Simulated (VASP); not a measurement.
# Ta (Im-3m) in VASP: notebook

Runs on Ta. Level: PBE. Tasks: single point.

Program: VASP 6.6.1. These are calculated values, not measurements. Logs are shortened: lines on timing, memory, paths and dates and some standing lists are left out, and cuts for length are marked.

## (1) The undisturbed crystal

It takes space group Im-3m (No. 229, cubic). The conventional cell has a = 3.303 Å, b = 3.303 Å, c = 3.303 Å, α = 90.00°, β = 90.00°, γ = 90.00°. Ta (site symmetry m-3m) is surrounded by 8 Ta at 2.86 Å.

## (2) Single point, PBE (grid = ENCUT=350 dk=0.45 cell=2x2x2 ISMEAR=1 SIGMA=0.1 LREAL=Auto EDIFF=1e-06)

INCAR reads:

```
SYSTEM = Ta
ALGO = Fast
EDIFF = 1E-6
ENCUT = 350
GGA = PE
ISIF = 2
ISMEAR = 1
LASPH = .TRUE.
LCHARG = .FALSE.
LREAL = Auto
LWAVE = .FALSE.
NBANDS = 52
NELM = 120
PREC = Accurate
SIGMA = 0.1
```

KPOINTS reads:

```
k-points
0
G
  3 3 3
  0 0 0
```

POSCAR reads:

```
Ta
1.0
   -3.3025600000      3.3025600000      3.3025600000
    3.3025600000     -3.3025600000      3.3025600000
    3.3025600000      3.3025600000     -3.3025600000
Ta
8
Direct
    0.0000000000      0.0000000000      0.0000000000
    0.0000000000      0.0000000000      0.5000000000
    0.0000000000      0.5000000000      0.0000000000
    0.0000000000      0.5000000000      0.5000000000
    0.5000000000      0.0000000000      0.0000000000
    0.5000000000      0.0000000000      0.5000000000
    0.5000000000      0.5000000000      0.0000000000
    0.5000000000      0.5000000000      0.5000000000
```

Potentials or basis: VASP PAW PBE potentials, release 64 (Ta_pv).

Run with:

```console
> cat potpaw_PBE.64/Ta_pv/POTCAR > POTCAR
> mpirun -np 1 vasp_std > vasp.out
```

OUTCAR:

```text
SYSTEM = Ta
   EDIFF = 1E-6
   ENCUT = 350
   GGA = PE
   ISIF = 2
   ISMEAR = 1
   LASPH = .TRUE.
   LREAL = Auto
   NELM = 120
   PREC = Accurate

 Found      4 irreducible k-points:

 Following reciprocal coordinates:
            Coordinates               Weight
  0.000000  0.000000  0.000000      1.000000
  0.333333  0.000000  0.000000     12.000000
  0.333333  0.333333  0.000000      8.000000
 -0.333333  0.333333  0.333333      6.000000
   k-points           NKPTS =      4   k-points in BZ     NKDIM =      4   number of bands    NBANDS=     52
   number of dos      NEDOS =    301   number of ions     NIONS =      8
   total plane-waves  NPLWV =  46656
   dimension x,y,z NGX =    36 NGY =   36 NGZ =   36
   dimension x,y,z NGXF=    72 NGYF=   72 NGZF=   72
   ions per type =               8
   NGX,Y,Z   is equivalent  to a cutoff of  10.46, 10.46, 10.46 a.u.
   NGXF,Y,Z  is equivalent  to a cutoff of  20.93, 20.93, 20.93 a.u.
 SYSTEM =  Ta
   PREC   = accura    normal or accurate (medium, high low for compatibility)
   ISTART =      0    job   : 0-new  1-cont  2-samecut
   ICHARG =      2    charge: 1-file 2-atom 10-const
   ISPIN  =      1    spin polarized calculation?
   LNONCOLLINEAR =      F non collinear calculations
   LSORBIT =      F    spin-orbit coupling
   LASPH  =      T    aspherical Exc in radial PAW
   ENCUT  =  350.0 eV  25.72 Ry    5.07 a.u.   8.73  8.73  8.73*2*pi/ulx,y,z
   NELM   =    120;   NELMIN=  2; NELMDL= -5     # of ELM steps
   EDIFF  = 0.1E-05   stopping-criterion for ELM
   LREAL  =      T    real-space projection
   EDIFFG = 0.1E-04   stopping-criterion for IOM
   NSW    =      0    number of steps for IOM
   IBRION =     -1    ionic relax: 0-MD 1-quasi-New 2-CG
   NFREE  =      0    steps in history (QN), initial steepest desc. (CG)
   ISIF   =      2    stress and relaxation
   ISYM   =      2    0-nonsym 1-usesym 2-fastsym
   POTIM  = 0.5000    time-step for ionic-motion
   TEBEG  =    0.0;   TEEND  =   0.0 temperature during run
   PSTRESS=    0.0 pullay stress
   NELECT =      88.0000    total number of electrons
   NUPDOWN=      -1.0000    fix difference up-down
   EMIN   =  10.00;   EMAX   =-10.00  energy-range for DOS
   EFERMI =   0.00;   METHOD = LEGACY
   ISMEAR =     1;   SIGMA  =   0.10  broadening in eV -4-tet -1-fermi 0-gaus
   EFERMI_NEDOS =   21; number of points for ismear=-14 and -15
   IALGO  =     68    algorithm
   IMIX   =      4    mixing-type and parameters
     AMIX     =   0.40;   BMIX     =  1.00
     AMIX_MAG =   1.60;   BMIX_MAG =  1.00
  volume/ion in A,a.u.               =      18.01       121.54
  Fermi-wavevector in a.u.,A,eV,Ry     =   1.388988  2.624806 26.249534  1.929286
  Thomas-Fermi vector in A             =   2.513061
   LORBIT       =      0    0 simple, 1 ext, 2 COOP (PROOUT), +10 PAW based schemes
   GGA     = PE    functional components
   LHFCALC =     F    Hartree Fock is set to
   AEXX    =    0.0000 exact exchange contribution
   IVDW    =     0    specifies the selected vdW correction
   LEPSILON=     F    determine dielectric tensor
   LRPA    =     F    only Hartree local field effects (RPA)
 non-spin polarized calculation
 RMM-DIIS sequential band-by-band and
 Methfessel and Paxton  Order N= 1 SIGMA  =   0.10
  energy-cutoff  :      350.00
  volume of cell :      144.08
 maximum number of plane-waves:      2160
   NGX = 17   NGY = 17   NGZ = 17

 number of electron      88.0000054 magnetization

 Free energy of the ion-electron system (eV)
  ---------------------------------------------------
  ext. energy  EPLUGINS =         0.00000000
  ---------------------------------------------------
  free energy    TOTEN  =       -93.78362146 eV

  energy without entropy =      -93.74304899  energy(sigma->0) =      -93.77009730

 E-fermi :   5.4498     XC(G=0): -12.6271

 val. band max:        5.4230060628   @ k =   0.3333   0.0000   0.0000
 cond. band min:       5.4788993980   @ k =   0.3333   0.0000   0.0000
 fundamental gap:      0.0558933353
 Fermi energy:         5.4497957639

 k-point     1 :       0.0000    0.0000    0.0000
  band No.  band energies     occupation
      1     -28.8039      2.00000
      2     -28.8039      2.00000
      3     -28.8039      2.00000
      4     -28.8039      2.00000
      5     -28.8039      2.00000
      6     -28.8039      2.00000
[... 44 lines left out ...]
     51       9.3667      0.00000
     52       9.4173      0.00000

 k-point     2 :       0.3333    0.0000    0.0000
  band No.  band energies     occupation
      1     -28.7176      2.00000
      2     -28.6604      2.00000
      3     -28.6604      2.00000
      4     -28.6604      2.00000
      5     -28.6604      2.00000
      6     -28.5407      2.00000
[... 44 lines left out ...]
     51       8.4863      0.00000
     52       9.0509      0.00000

 k-point     3 :       0.3333    0.3333    0.0000
  band No.  band energies     occupation
      1     -28.5734      2.00000
      2     -28.5734      2.00000
      3     -28.5734      2.00000
      4     -28.5625      2.00000
      5     -28.4477      2.00000
      6     -28.4477      2.00000
[... 44 lines left out ...]
     51       8.5900      0.00000
     52       8.7096      0.00000

 k-point     4 :      -0.3333    0.3333    0.3333
  band No.  band energies     occupation
      1     -28.5150      2.00000
      2     -28.5150      2.00000
      3     -28.4747      2.00000
      4     -28.4747      2.00000
      5     -28.4747      2.00000
      6     -28.4747      2.00000
[... 44 lines left out ...]
     51       7.5600      0.00000
     52       7.5607      0.00000

------------------------ aborting loop because EDIFF is reached ----------------------------------------

  FORCE on cell =-STRESS in cart. coord.  units (eV):
  Direction    XX          YY          ZZ          XY          YZ          ZX
  --------------------------------------------------------------------------------------
  -------------------------------------------------------------------------------------
  Total        5.2805500      5.2805500      5.2805500     -0.0000000     -0.0000000     -0.0000000
  in kB       58.7188582     58.7188582     58.7188582     -0.0000000     -0.0000000     -0.0000000
  external PRESSURE =      58.7188582 kB  Pullay stress =       0.0000000 kB

 VOLUME and BASIS-vectors are now :
 -----------------------------------------------------------------------------
  energy-cutoff  :      350.00
  volume of cell :      144.08
      direct lattice vectors                 reciprocal lattice vectors
    -3.302560000  3.302560000  3.302560000     0.000000000  0.151397704  0.151397704
     3.302560000 -3.302560000  3.302560000     0.151397704  0.000000000  0.151397704
     3.302560000  3.302560000 -3.302560000     0.151397704  0.151397704  0.000000000

 POSITION                                       TOTAL-FORCE (eV/Angst)
 -----------------------------------------------------------------------------------
      0.00000      0.00000      0.00000         0.000000      0.000000     -0.000000
      1.65128      1.65128     -1.65128         0.000000      0.000000      0.000000
      1.65128     -1.65128      1.65128        -0.000000     -0.000000      0.000000
      3.30256      0.00000      0.00000         0.000000     -0.000000      0.000000
     -1.65128      1.65128      1.65128        -0.000000      0.000000      0.000000
      0.00000      3.30256      0.00000        -0.000000      0.000000     -0.000000
      0.00000      0.00000      3.30256        -0.000000     -0.000000      0.000000
      1.65128      1.65128      1.65128         0.000000     -0.000000     -0.000000
 -----------------------------------------------------------------------------------
    total drift:                                0.000000      0.000000      0.000000

  FREE ENERGIE OF THE ION-ELECTRON SYSTEM (eV)
  ---------------------------------------------------
  free  energy   TOTEN  =       -93.7836214604 eV

  energy  without entropy=      -93.7430489851  energy(sigma->0) =      -93.77009730
```

OSZICAR:

```text
N       E                     dE             d eps       ncg     rms          rms(c)
DAV:   1     0.781612286491E+03    0.78161E+03   -0.39402E+04   432   0.133E+03
DAV:   2    -0.535279675125E+02   -0.83514E+03   -0.82052E+03   436   0.446E+02
DAV:   3    -0.963555068735E+02   -0.42828E+02   -0.40854E+02   532   0.861E+01
DAV:   4    -0.976496718354E+02   -0.12942E+01   -0.12617E+01   492   0.131E+01
DAV:   5    -0.976813564237E+02   -0.31685E-01   -0.31606E-01   508   0.178E+00    0.385E+01
RMM:   6    -0.946861508407E+02    0.29952E+01   -0.31092E+00   420   0.916E+00    0.189E+01
RMM:   7    -0.937607805211E+02    0.92537E+00   -0.41602E+00   435   0.954E+00    0.101E+00
RMM:   8    -0.937739443871E+02   -0.13164E-01   -0.30372E-01   462   0.231E+00    0.115E+00
RMM:   9    -0.937854080834E+02   -0.11464E-01   -0.11853E-01   506   0.115E+00    0.595E-01
RMM:  10    -0.937830397328E+02    0.23684E-02   -0.18176E-02   461   0.620E-01    0.172E-01
RMM:  11    -0.937836247041E+02   -0.58497E-03   -0.50536E-03   524   0.205E-01    0.968E-02
RMM:  12    -0.937838178141E+02   -0.19311E-03   -0.28258E-03   468   0.246E-01    0.149E-01
RMM:  13    -0.937836044908E+02    0.21332E-03   -0.59193E-04   473   0.116E-01    0.145E-02
RMM:  14    -0.937836176213E+02   -0.13131E-04   -0.20814E-04   536   0.383E-02    0.380E-03
RMM:  15    -0.937836206636E+02   -0.30423E-05   -0.29707E-05   455   0.162E-02    0.156E-03
RMM:  16    -0.937836216838E+02   -0.10202E-05   -0.64953E-06   380   0.912E-03    0.843E-03
RMM:  17    -0.937836214604E+02    0.22338E-06   -0.26451E-06   316   0.705E-03
   1 F= -.93783621E+02 E0= -.93770097E+02  d E =-.405725E-01
```

stdout:

```text
POSCAR found type information on POSCAR Ta
 POSCAR found :  1 types and       8 ions
 scaLAPACK will be used
 -----------------------------------------------------------------------------
|                                                                             |
|                                                                             |
|     You have a (more or less) 'small supercell' and for smaller cells       |
|     it is recommended to use the reciprocal-space projection scheme!        |
|     The real-space optimization is not efficient for small cells and it     |
|     is also less accurate ...                                               |
|     Therefore, set LREAL=.FALSE. in the INCAR file.                         |
|                                                                             |
 -----------------------------------------------------------------------------

 LDA part: xc-table for (Slater+PW92), standard interpolation
 POSCAR, INCAR and KPOINTS ok, starting setup
 FFT: planning ... GRIDC
 FFT: planning ... GRID_SOFT
 FFT: planning ... GRID
 WAVECAR not read
 entering main loop
```

It took 23 s on 1 thread of Intel Xeon 6975P-C (Granite Rapids), shared host; peak memory 0.2 GiB.

These settings aren't checked as converged: the numbers below hold their error.

What came out:

```yaml
Free_energy: -93.7836 eV
Pressure: 5.9 GPa
Band_gap_on_the_k_mesh: none (metal or under the smearing width)
```

Caveat: the k mesh is coarse (spacing up to 0.45 Å⁻¹), so the values aren't converged.

## (3) Single point, PBE (grid = ENCUT=300 dk=0.35 cell=2x2x2 ISMEAR=1 SIGMA=0.1 LREAL=Auto EDIFF=1e-06)

Changes to INCAR since step 2:

```diff
@@ -3,3 +3,3 @@
 EDIFF = 1E-6
-ENCUT = 350
+ENCUT = 300
 GGA = PE
```

KPOINTS reads:

```
k-points
0
G
  4 4 4
  0 0 0
```

POSCAR is that of step 2.

Potentials or basis: VASP PAW PBE potentials, release 64 (Ta_pv).

Run with:

```console
> cat potpaw_PBE.64/Ta_pv/POTCAR > POTCAR
> mpirun -np 1 vasp_std > vasp.out
```

Wall time 25 s (1 thread of Intel Xeon 6975P-C (Granite Rapids), shared host); peak memory 0.18 GiB.

These settings aren't checked as converged: the numbers below hold their error.

Results:

```
Free energy            : -94.6371 eV
Pressure               : 0.4 GPa
Band gap on the k mesh : none (metal or under the smearing width)
```

## (4) Single point, PBE (grid = ENCUT=350 dk=0.35 cell=2x2x2 ISMEAR=1 SIGMA=0.1 LREAL=Auto EDIFF=1e-06)

Changes to INCAR since step 3:

```diff
@@ -3,3 +3,3 @@
 EDIFF = 1E-6
-ENCUT = 300
+ENCUT = 350
 GGA = PE
```

KPOINTS is that of step 3.

POSCAR is that of step 3.

Potentials or basis: VASP PAW PBE potentials, release 64 (Ta_pv).

Run with:

```console
> cat potpaw_PBE.64/Ta_pv/POTCAR > POTCAR
> mpirun -np 1 vasp_std > vasp.out
```

OUTCAR:

```text
SYSTEM = Ta
   EDIFF = 1E-6
   ENCUT = 350
   GGA = PE
   ISIF = 2
   ISMEAR = 1
   LASPH = .TRUE.
   LREAL = Auto
   NELM = 120
   PREC = Accurate

 Found      8 irreducible k-points:

 Following reciprocal coordinates:
            Coordinates               Weight
  0.000000  0.000000  0.000000      1.000000
  0.250000  0.000000  0.000000     12.000000
  0.500000  0.000000  0.000000      6.000000
  0.250000  0.250000  0.000000     24.000000
  0.250000  0.250000  0.250000      2.000000
 -0.250000  0.250000  0.250000      6.000000
   k-points           NKPTS =      8   k-points in BZ     NKDIM =      8   number of bands    NBANDS=     52
[... 413 lines left out ...]
  Total        0.7175334      0.7175334      0.7175334      0.0000000     -0.0000000      0.0000000
  in kB        7.9788549      7.9788549      7.9788549      0.0000000     -0.0000000      0.0000000
  external PRESSURE =       7.9788549 kB  Pullay stress =       0.0000000 kB

 VOLUME and BASIS-vectors are now :
 -----------------------------------------------------------------------------
  energy-cutoff  :      350.00
  volume of cell :      144.08
      direct lattice vectors                 reciprocal lattice vectors
    -3.302560000  3.302560000  3.302560000     0.000000000  0.151397704  0.151397704
     3.302560000 -3.302560000  3.302560000     0.151397704  0.000000000  0.151397704
     3.302560000  3.302560000 -3.302560000     0.151397704  0.151397704  0.000000000

 POSITION                                       TOTAL-FORCE (eV/Angst)
 -----------------------------------------------------------------------------------
      0.00000      0.00000      0.00000        -0.000000     -0.000000      0.000000
      1.65128      1.65128     -1.65128         0.000000      0.000000      0.000000
      1.65128     -1.65128      1.65128        -0.000000     -0.000000      0.000000
      3.30256      0.00000      0.00000         0.000000     -0.000000      0.000000
     -1.65128      1.65128      1.65128        -0.000000      0.000000     -0.000000
      0.00000      3.30256      0.00000         0.000000     -0.000000      0.000000
      0.00000      0.00000      3.30256        -0.000000      0.000000     -0.000000
      1.65128      1.65128      1.65128         0.000000      0.000000     -0.000000
 -----------------------------------------------------------------------------------
    total drift:                                0.000000      0.000000      0.000000

  FREE ENERGIE OF THE ION-ELECTRON SYSTEM (eV)
  ---------------------------------------------------
  free  energy   TOTEN  =       -94.6651004239 eV

  energy  without entropy=      -94.6751882023  energy(sigma->0) =      -94.66846302
```

OSZICAR:

```text
N       E                     dE             d eps       ncg     rms          rms(c)
DAV:   1     0.793623236152E+03    0.79362E+03   -0.40075E+04   864   0.134E+03
DAV:   2    -0.579037813523E+02   -0.85153E+03   -0.83567E+03   908   0.446E+02
DAV:   3    -0.971530890630E+02   -0.39249E+02   -0.37615E+02  1080   0.850E+01
DAV:   4    -0.981503504537E+02   -0.99726E+00   -0.98837E+00   968   0.118E+01
DAV:   5    -0.981871773088E+02   -0.36827E-01   -0.36778E-01  1064   0.183E+00    0.392E+01
RMM:   6    -0.954673338138E+02    0.27198E+01   -0.28643E+00   847   0.881E+00    0.193E+01
RMM:   7    -0.946483876215E+02    0.81895E+00   -0.37484E+00   899   0.918E+00    0.978E-01
RMM:   8    -0.946561291779E+02   -0.77416E-02   -0.23520E-01   916   0.219E+00    0.112E+00
RMM:   9    -0.946669978081E+02   -0.10869E-01   -0.10194E-01   995   0.106E+00    0.822E-01
RMM:  10    -0.946646561160E+02    0.23417E-02   -0.25711E-02   908   0.747E-01    0.327E-01
RMM:  11    -0.946650094777E+02   -0.35336E-03   -0.64529E-03  1053   0.267E-01    0.845E-02
RMM:  12    -0.946651080409E+02   -0.98563E-04   -0.85263E-04  1088   0.101E-01    0.827E-02
RMM:  13    -0.946650939011E+02    0.14140E-04   -0.22709E-04   980   0.572E-02    0.104E-02
RMM:  14    -0.946650993536E+02   -0.54525E-05   -0.55408E-05   922   0.182E-02    0.407E-03
RMM:  15    -0.946651003530E+02   -0.99935E-06   -0.16011E-05   784   0.102E-02    0.581E-03
RMM:  16    -0.946651004239E+02   -0.70935E-07   -0.39641E-06   612   0.492E-03
   1 F= -.94665100E+02 E0= -.94668463E+02  d E =0.100878E-01
```

Wall time 36 s (1 thread of Intel Xeon 6975P-C (Granite Rapids), shared host); peak memory 0.21 GiB.

The run converged, but some of its settings lie outside the range that counts as converged, so its numbers aren't taken as properties of the crystal.

Results:

```
Free energy            : -94.6651 eV
Pressure               : 0.8 GPa
Band gap on the k mesh : none (metal or under the smearing width)
```

[end of part 1 of 2]
